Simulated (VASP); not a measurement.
# Si (I4/mmm) in VASP: a series of runs

The runs below take Si through single point, with PBEsol.

Program: VASP 6.6.1. These are calculated values, not measurements. Logs are shortened: lines on timing, memory, paths and dates and some standing lists are left out, and cuts for length are marked.

### 1 The structure

Symmetry: I4/mmm, No. 139, tetragonal system. Conventional cell: a = 3.254 Å, b = 3.254 Å, c = 2.641 Å, α = 90.00°, β = 90.00°, γ = 90.00°. Around Si (site symmetry 4/mmm) lie 10 Si at 2.64 to 2.65 Å.

This isn't the form of Si at room conditions, which is diamond.

### 2 Single point, PBEsol

Contents of INCAR:

```
SYSTEM = Si
PREC     = Accurate       ! precision mode
ENCUT    = 400            ! plane-wave cutoff, eV
EDIFF    = 1E-6           ! SCF threshold, eV
ISMEAR   = 0              ! smearing method
SIGMA    = 0.05           ! smearing width, eV
LREAL    = .False.        ! projectors in reciprocal space
LASPH    = .True.         ! aspherical terms in the spheres
NELM     = 100            ! most SCF steps
ALGO     = Normal         ! electronic algorithm
ISIF     = 2              ! what is computed and relaxed
LWAVE    = .False.        ! write WAVECAR
LCHARG   = .False.        ! write CHGCAR
GGA      = PS             ! functional
ADDGRID  = .False.
```

Contents of KPOINTS:

```
Automatic mesh
0
Gamma
  8 8 8
  0 0 0
```

Contents of POSCAR:

```
Si
1.0
   -1.6269149300      1.6269149300      1.3203298500
    1.6269149300     -1.6269149300      1.3203298500
    1.6269149300      1.6269149300     -1.3203298500
Si
1
Direct
    0.0000000000      0.0000000000      0.0000000000
```

Potentials or basis: VASP PAW PBE potentials, release 64 (Si).

Command:

```
> cat potpaw_PBE.64/Si/POTCAR > POTCAR
> mpirun -np 1 vasp_std > vasp.out
```

OUTCAR:

```text
SYSTEM = Si
   PREC = Accurate
   ENCUT = 400
   EDIFF = 1E-6
   ISMEAR = 0
   LREAL = .False.
   LASPH = .True.
   NELM = 100
   ISIF = 2
   GGA = PS

 Found     59 irreducible k-points:

 Following reciprocal coordinates:
            Coordinates               Weight
  0.000000  0.000000  0.000000      1.000000
  0.125000  0.000000 -0.000000      8.000000
  0.250000  0.000000 -0.000000      8.000000
  0.375000  0.000000 -0.000000      8.000000
  0.500000  0.000000 -0.000000      4.000000
  0.125000  0.125000 -0.000000      8.000000
   k-points           NKPTS =     59   k-points in BZ     NKDIM =     59   number of bands    NBANDS=      6
   number of dos      NEDOS =    301   number of ions     NIONS =      1
   total plane-waves  NPLWV =   5832
   dimension x,y,z NGX =    18 NGY =   18 NGZ =   18
   dimension x,y,z NGXF=    36 NGYF=   36 NGZF=   36
   ions per type =               1
   NGX,Y,Z   is equivalent  to a cutoff of  11.28, 11.28, 11.28 a.u.
   NGXF,Y,Z  is equivalent  to a cutoff of  22.56, 22.56, 22.56 a.u.
 SYSTEM =  Si
   PREC   = accura    normal or accurate (medium, high low for compatibility)
   ISTART =      0    job   : 0-new  1-cont  2-samecut
   ICHARG =      2    charge: 1-file 2-atom 10-const
   ISPIN  =      1    spin polarized calculation?
   LNONCOLLINEAR =      F non collinear calculations
   LSORBIT =      F    spin-orbit coupling
   LASPH  =      T    aspherical Exc in radial PAW
   ENCUT  =  400.0 eV  29.40 Ry    5.42 a.u.   4.33  4.33  4.33*2*pi/ulx,y,z
   NELM   =    100;   NELMIN=  2; NELMDL= -5     # of ELM steps
   EDIFF  = 0.1E-05   stopping-criterion for ELM
   LREAL  =      F    real-space projection
   EDIFFG = 0.1E-04   stopping-criterion for IOM
   NSW    =      0    number of steps for IOM
   IBRION =     -1    ionic relax: 0-MD 1-quasi-New 2-CG
   NFREE  =      0    steps in history (QN), initial steepest desc. (CG)
   ISIF   =      2    stress and relaxation
   ISYM   =      2    0-nonsym 1-usesym 2-fastsym
   POTIM  = 0.5000    time-step for ionic-motion
   TEBEG  =    0.0;   TEEND  =   0.0 temperature during run
   PSTRESS=    0.0 pullay stress
   NELECT =       4.0000    total number of electrons
   NUPDOWN=      -1.0000    fix difference up-down
   EMIN   =  10.00;   EMAX   =-10.00  energy-range for DOS
   EFERMI =   0.00;   METHOD = LEGACY
   ISMEAR =     0;   SIGMA  =   0.05  broadening in eV -4-tet -1-fermi 0-gaus
   EFERMI_NEDOS =   21; number of points for ismear=-14 and -15
   IALGO  =     38    algorithm
   IMIX   =      4    mixing-type and parameters
     AMIX     =   0.40;   BMIX     =  1.00
     AMIX_MAG =   1.60;   BMIX_MAG =  1.00
  volume/ion in A,a.u.               =      13.98        94.33
  Fermi-wavevector in a.u.,A,eV,Ry     =   1.078791  2.038620 15.834335  1.163791
  Thomas-Fermi vector in A             =   2.214739
   LORBIT       =      0    0 simple, 1 ext, 2 COOP (PROOUT), +10 PAW based schemes
   GGA     = PS    functional components
   LHFCALC =     F    Hartree Fock is set to
   AEXX    =    0.0000 exact exchange contribution
   IVDW    =     0    specifies the selected vdW correction
   LEPSILON=     F    determine dielectric tensor
   LRPA    =     F    only Hartree local field effects (RPA)
 non-spin polarized calculation
 Gauss-broadening in eV      SIGMA  =   0.05
  energy-cutoff  :      400.00
  volume of cell :       13.98
 maximum number of plane-waves:       265
 NGX is ok and might be reduce to    18
   NGX =  9   NGY =  9   NGZ =  9

 number of electron       4.0000000 magnetization

 Free energy of the ion-electron system (eV)
  ---------------------------------------------------
  ext. energy  EPLUGINS =         0.00000000
  ---------------------------------------------------
  free energy    TOTEN  =        -5.42966354 eV

  energy without entropy =       -5.42963585  energy(sigma->0) =       -5.42964970

 E-fermi :  10.7428     XC(G=0): -11.3742

 val. band max:       10.6563819455   @ k =  -0.2500   0.2500   0.0000
 cond. band min:      10.8356739573   @ k =   0.3750   0.3750  -0.0000
 fundamental gap:      0.1792920118
 Fermi energy:        10.7427881808

 k-point     1 :       0.0000    0.0000    0.0000
  band No.  band energies     occupation
      1      -4.2132      2.00000
      2      20.1223      0.00000
      3      20.6876      0.00000
      4      20.6876      0.00000
      5      23.5285      0.00000
      6      24.4625      0.00000

 k-point     2 :       0.1250    0.0000   -0.0000
  band No.  band energies     occupation
      1      -3.6736      2.00000
      2      17.8619      0.00000
      3      19.4933      0.00000
      4      20.0987      0.00000
      5      22.3359      0.00000
      6      24.6067      0.00000

 k-point     3 :       0.2500    0.0000   -0.0000
  band No.  band energies     occupation
      1      -2.0631      2.00000
      2      14.2809      0.00000
      3      16.2186      0.00000
      4      18.1078      0.00000
      5      19.8150      0.00000
      6      22.3799      0.00000

 k-point     4 :       0.3750    0.0000   -0.0000
  band No.  band energies     occupation
      1       0.5923      2.00000
      2       8.8682      2.00000
      3      15.4644      0.00000
      4      17.3264      0.00000
      5      17.7000      0.00000
      6      20.5477      0.00000

 k-point     5 :       0.5000    0.0000   -0.0000
  band No.  band energies     occupation
      1       4.0643      2.00000
      2       4.4555      2.00000
      3      15.3517      0.00000
      4      16.8396      0.00000
      5      17.1167      0.00000
      6      19.8457      0.00000

 k-point     6 :       0.1250    0.1250   -0.0000
  band No.  band energies     occupation
      1      -2.4867      2.00000
      2      16.3597      0.00000
      3      16.6946      0.00000
      4      17.3299      0.00000
      5      21.9567      0.00000
      6      22.8255      0.00000

 [... further k-points ...]
[... 5 lines left out ...]
  --------------------------------------------------------------------------------------
  -------------------------------------------------------------------------------------
  Total        0.3645620      0.3645620     -0.3767266      0.0000000     -0.0000000      0.0000000
  in kB       41.7839898     41.7839898    -43.1782233      0.0000000     -0.0000000      0.0000000
  external PRESSURE =      13.4632521 kB  Pullay stress =       0.0000000 kB

 VOLUME and BASIS-vectors are now :
 -----------------------------------------------------------------------------
  energy-cutoff  :      400.00
  volume of cell :       13.98
      direct lattice vectors                 reciprocal lattice vectors
    -1.626914930  1.626914930  1.320329850     0.000000000  0.307330144  0.378693249
     1.626914930 -1.626914930  1.320329850     0.307330144  0.000000000  0.378693249
     1.626914930  1.626914930 -1.320329850     0.307330144  0.307330144  0.000000000

 POSITION                                       TOTAL-FORCE (eV/Angst)
 -----------------------------------------------------------------------------------
      0.00000      0.00000      0.00000        -0.000000      0.000000      0.000000
 -----------------------------------------------------------------------------------
    total drift:                                0.000000      0.000000      0.000000

  FREE ENERGIE OF THE ION-ELECTRON SYSTEM (eV)
  ---------------------------------------------------
  free  energy   TOTEN  =        -5.4296635364 eV

  energy  without entropy=       -5.4296358546  energy(sigma->0) =       -5.42964970
```

Run time: 1.7 s. Hardware: 1 thread of Intel Xeon 6975P-C (Granite Rapids), shared host; peak memory 0.11 GiB.

These settings aren't checked as converged: the numbers below hold their error.

Results:

* Free energy: -5.4297 eV
* Pressure: 1.3 GPa
* Band gap on the k mesh: none (metal or under the smearing width)

Caveat: the k mesh is coarse (spacing up to 0.38 Å⁻¹), so the values aren't converged; the PAW data sets were made with another functional, which shifts forces and pressure a little.

### 3 Single point, PBEsol

Changes to INCAR since step 2:

```diff
@@ -2,3 +2,3 @@
 PREC     = Accurate       ! precision mode
-ENCUT    = 400            ! plane-wave cutoff, eV
+ENCUT    = 450            ! plane-wave cutoff, eV
 EDIFF    = 1E-6           ! SCF threshold, eV
```

KPOINTS is that of step 2.

POSCAR is that of step 2.

Potentials or basis: VASP PAW PBE potentials, release 64 (Si).

Command:

```
> cat potpaw_PBE.64/Si/POTCAR > POTCAR
> mpirun -np 1 vasp_std > vasp.out
```

Run time: 1.9 s. Hardware: 1 thread of Intel Xeon 6975P-C (Granite Rapids), shared host; peak memory 0.11 GiB.

The run converged, but some of its settings lie outside the range that counts as converged, so its numbers aren't taken as properties of the crystal.

What came out:

| Property | Result |
| --- | --- |
| Free energy | -5.4299 eV |
| Pressure | 1.4 GPa |
| Band gap on the k mesh | none (metal or under the smearing width) |

Caveat: the k mesh is coarse (spacing up to 0.38 Å⁻¹), so the values aren't converged; the PAW data sets were made with another functional, which shifts forces and pressure a little.

### 4 Single point, PBEsol

Changes to INCAR since step 3:

```diff
@@ -4,3 +4,3 @@
 EDIFF    = 1E-6           ! SCF threshold, eV
-ISMEAR   = 0              ! smearing method
+ISMEAR   = -5             ! smearing method
 SIGMA    = 0.05           ! smearing width, eV
```

KPOINTS is that of step 3.

POSCAR is that of step 3.

Command:

```
> cat potpaw_PBE.64/Si/POTCAR > POTCAR
> mpirun -np 1 vasp_std > vasp.out
```

Wall time 1.9 s (1 thread of Intel Xeon 6975P-C (Granite Rapids), shared host); peak memory 0.11 GiB.

These settings aren't checked as converged: the numbers below hold their error.

What came out:

```
Free energy            : -5.4001 eV
Pressure               : 0.3 GPa
Band gap on the k mesh : none (metal or under the smearing width)
```

Caveat: the k mesh is coarse (spacing up to 0.38 Å⁻¹), so the values aren't converged; the PAW data sets were made with another functional, which shifts forces and pressure a little; tetrahedron occupations give inexact forces and stress in metals.

### 5 Single point, PBEsol

Changes to INCAR since step 4:

```diff
@@ -2,5 +2,5 @@
 PREC     = Accurate       ! precision mode
-ENCUT    = 450            ! plane-wave cutoff, eV
+ENCUT    = 550            ! plane-wave cutoff, eV
 EDIFF    = 1E-6           ! SCF threshold, eV
-ISMEAR   = -5             ! smearing method
+ISMEAR   = 0              ! smearing method
 SIGMA    = 0.05           ! smearing width, eV
```

KPOINTS is that of step 4.

POSCAR is that of step 4.

Potentials or basis: VASP PAW PBE potentials, release 64 (Si).

Command:

```
> cat potpaw_PBE.64/Si/POTCAR > POTCAR
> mpirun -np 1 vasp_std > vasp.out
```

OUTCAR:

```text
SYSTEM = Si
   PREC = Accurate
   ENCUT = 550
   EDIFF = 1E-6
   ISMEAR = 0
   LREAL = .False.
   LASPH = .True.
   NELM = 100
   ISIF = 2
   GGA = PS

 Found     59 irreducible k-points:

 Following reciprocal coordinates:
            Coordinates               Weight
  0.000000  0.000000  0.000000      1.000000
  0.125000  0.000000 -0.000000      8.000000
  0.250000  0.000000 -0.000000      8.000000
  0.375000  0.000000 -0.000000      8.000000
  0.500000  0.000000 -0.000000      4.000000
  0.125000  0.125000 -0.000000      8.000000
   k-points           NKPTS =     59   k-points in BZ     NKDIM =     59   number of bands    NBANDS=      6
[... 121 lines left out ...]
      2      16.3593      0.00000
      3      16.6939      0.00000
      4      17.3290      0.00000
      5      21.9548      0.00000
      6      22.8239      0.00000

 [... further k-points ...]
[... 5 lines left out ...]
  --------------------------------------------------------------------------------------
  -------------------------------------------------------------------------------------
  Total        0.3655473      0.3655473     -0.3759136      0.0000000     -0.0000000      0.0000000
  in kB       41.8969112     41.8969112    -43.0850433      0.0000000     -0.0000000      0.0000000
  external PRESSURE =      13.5695930 kB  Pullay stress =       0.0000000 kB

 VOLUME and BASIS-vectors are now :
 -----------------------------------------------------------------------------
  energy-cutoff  :      550.00
  volume of cell :       13.98
      direct lattice vectors                 reciprocal lattice vectors
    -1.626914930  1.626914930  1.320329850     0.000000000  0.307330144  0.378693249
     1.626914930 -1.626914930  1.320329850     0.307330144  0.000000000  0.378693249
     1.626914930  1.626914930 -1.320329850     0.307330144  0.307330144  0.000000000

 POSITION                                       TOTAL-FORCE (eV/Angst)
 -----------------------------------------------------------------------------------
      0.00000      0.00000      0.00000        -0.000000      0.000000     -0.000000
 -----------------------------------------------------------------------------------
    total drift:                                0.000000      0.000000     -0.000000

  FREE ENERGIE OF THE ION-ELECTRON SYSTEM (eV)
  ---------------------------------------------------
  free  energy   TOTEN  =        -5.4297708541 eV

  energy  without entropy=       -5.4297430992  energy(sigma->0) =       -5.42975698
```

stdout:

```text
POSCAR found type information on POSCAR Si
 POSCAR found :  1 types and       1 ions
 scaLAPACK will be used
 -----------------------------------------------------------------------------
|                                                                             |
|                                                                             |
|     You enforced a specific xc type in the INCAR file but a different       |
|     I HOPE YOU KNOW WHAT YOU ARE DOING!                                     |
|                                                                             |
 -----------------------------------------------------------------------------

 LDA part: xc-table for (Slater+PW92), standard interpolation
 POSCAR, INCAR and KPOINTS ok, starting setup
 FFT: planning ... GRIDC
 FFT: planning ... GRID_SOFT
 FFT: planning ... GRID
 WAVECAR not read
 entering main loop
```

It took 1.9 s on 1 thread of Intel Xeon 6975P-C (Granite Rapids), shared host; peak memory 0.12 GiB.

The run converged, but some of its settings lie outside the range that counts as converged, so its numbers aren't taken as properties of the crystal.

Results:

```
Free energy            : -5.4298 eV
Pressure               : 1.4 GPa
Band gap on the k mesh : none (metal or under the smearing width)
```

Caveat: the k mesh is coarse (spacing up to 0.38 Å⁻¹), so the values aren't converged; the PAW data sets were made with another functional, which shifts forces and pressure a little.

### 6 Single point, PBEsol

Changes to INCAR since step 5:

```diff
@@ -1,3 +1,3 @@
 SYSTEM = Si
-PREC     = Accurate       ! precision mode
+PREC     = Low            ! precision mode
 ENCUT    = 550            ! plane-wave cutoff, eV
```

KPOINTS is that of step 5.

POSCAR is that of step 5.

Potentials or basis: VASP PAW PBE potentials, release 64 (Si).

Command:

```
> cat potpaw_PBE.64/Si/POTCAR > POTCAR
> mpirun -np 1 vasp_std > vasp.out
```

Run time: 1.1 s. Hardware: 1 thread of Intel Xeon 6975P-C (Granite Rapids), shared host; peak memory 0.1 GiB.

The run converged, but some of its settings lie outside the range that counts as converged, so its numbers aren't taken as properties of the crystal.

Results:

| Item | Value |
| --- | --- |
| Free energy | -5.4298 eV |
| Pressure | 1.4 GPa |
| Band gap on the k mesh | none (metal or under the smearing width) |

Caveat: the k mesh is coarse (spacing up to 0.38 Å⁻¹), so the values aren't converged; the PAW data sets were made with another functional, which shifts forces and pressure a little.

### 7 The reference run

An earlier run on the cell as given: functional PBE; potentials or basis VASP PAW PBE potentials, release 64 (Si); cutoff 520 eV; k mesh 13 × 13 × 13; occupations fermi-dirac, width 0.05 eV; no spin polarisation.

* Pressure: 3.5 GPa
* Band gap on the k mesh: none (metal or under the smearing width)
